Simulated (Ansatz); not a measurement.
Computed with Ansatz, DFT PBE, scalar-relativistic, plane waves, PAW. All cells share a 420 eV cutoff and Γ-centred k meshes spaced at most about 0.3 Å⁻¹ (about 0.25 or finer for metals, 2π included). No spin polarisation in the final relaxations.

Temperature and zero-point effects are left out.

Two forms of SiC₄ were relaxed alike.

1.

Space group P-6m2 (No. 187). a = 2.548 Å, b = 2.548 Å, c = 21.470 Å, α = 90.00°, β = 90.00°, γ = 120.00°
```tsv
atom	site	symmetry	x	y	z
Si	2g	3m.	0.0000	0.0000	0.4405
C	2h	3m.	0.3333	0.6667	0.0378
C	2h	3m.	0.3333	0.6667	0.2264
C	1d	-6m2	0.3333	0.6667	0.5000
C	1a	-6m2	0.0000	0.0000	0.0000
C	2g	3m.	0.0000	0.0000	0.2264
```

2.

Space group P-3m1 (No. 164). a = 2.711 Å, b = 2.711 Å, c = 5.794 Å, α = 90.00°, β = 90.00°, γ = 120.00°
```json
{"atom": "Si", "site": "1b", "symmetry": "-3m.", "x": "0.0000", "y": "0.0000", "z": "0.5000"}
{"atom": "C", "site": "2d", "symmetry": "3m.", "x": "0.3333", "y": "0.6667", "z": "0.6985"}
{"atom": "C", "site": "2d", "symmetry": "3m.", "x": "0.6667", "y": "0.3333", "z": "0.0502"}
```

Question: Which is lower in energy, and by how much?

Answer: Cell 2 is lower, by 0.45 eV/atom. Cell 1 has space group P-6m2 (No. 187), 12.1 Å³/atom and no gap on its mesh; cell 2 has space group P-3m1 (No. 164), 7.4 Å³/atom and no gap. Counting C atoms around Si (those within 1.25 times the shortest such distance or 1.15 times the sum of covalent radii), cell 1 has Si 3 and cell 2 has Si 6. Cell 1 holds Si–Si nets (shortest 2.55 Å) and C–C nets (shortest 1.47 Å); cell 2 holds C–C nets (shortest 1.46 Å). Even the lower one lies +0.75 eV/atom against the reference forms of the elements (uncorrected), so neither is stable at this level. In cell 1, Si is surrounded by 3 C at 1.95 Å and 7 Si at 2.55–2.56 Å; C on a site of symmetry 3m is surrounded by 4 C at 1.63–1.68 Å; C on a second site of symmetry 3m has 3 C at 1.47 Å; 3 more sites not described. In cell 2, Si is surrounded by 6 C at 1.94 Å; C on its first site is surrounded by 1 C at 1.46 Å and 3 Si at 1.94 Å; around C on its second site lie 1 C at 1.46 Å and 3 C at 1.67 Å. Both come from invented guesses. A third cell relaxed alike, in P6_3/mmc, lies 0.55 eV/atom below the lower of the two.

No dispersion correction is applied, so the spacing and binding between layers, chains or molecules are poorly described (P-6m2), and this can change margins and order among such cells. Cells relaxed within their symmetry can be saddle points.

Cell 1 is in effect segregated into flat graphene-like sheets, a three-layer carbon slab and a Si–C–Si slab. Its energy penalty probably comes mainly from the two slabs, where the coordinates put the central carbon in a trigonal prism of six C or six Si, too many neighbours for ordinary two-electron bonds. The graphene-like sheets, somewhat stretched, cannot offset this.

Cell 2 avoids such carbon sites and links silicon and carbon into a continuous network, which suggests why it lies lower. It is still strained: the C–C contacts of 1.67 Å are well beyond a normal single bond, and silicon is octahedral rather than tetrahedral, as it prefers to be with carbon. Counting each contact as an electron-pair bond requires more valence electrons than SiC₄ has, consistent with the missing gap.

The 0.45 eV/atom therefore ranks two unfavourable bonding patterns and does not identify a ground state. The more demanding test would be decomposition into tetrahedral SiC and carbon, not into the elements.
